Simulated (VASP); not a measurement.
The system is ZnO (zincite).

```
Zn O
1.0
     3.24931    0.00000    0.00000
    -1.62465    2.81398    0.00000
     0.00000    0.00000    5.20571
Zn O
2 2
Direct
  0.66667 0.33333 0.00000
  0.33333 0.66667 0.50000
  0.33333 0.66667 0.87901
  0.66667 0.33333 0.37901
```

Base run:

- Program: VASP 6.6.1
- Functional: HSE03
- Potentials or basis: VASP PAW PBE potentials, release 64 (Zn, O)
- Cutoff: 520 eV
- k mesh: 6 × 6 × 4
- Occupations: gaussian, width 0.02 eV
- Spin: no spin polarisation

Its results: band gap on the k mesh 2.25 eV, direct; pressure 1.9 GPa; largest force 0.083 eV/Å.

Q: The run is repeated on the same cell with these changes: functional from HSE03 to PBE0. What comes out?

A: Band gap on the k mesh 3.17 eV, direct; pressure 1.5 GPa; largest force 0.082 eV/Å.

Caveats: the PAW data sets were made with another functional, which shifts forces and pressure a little.

Not every run made on this cell is shown here.
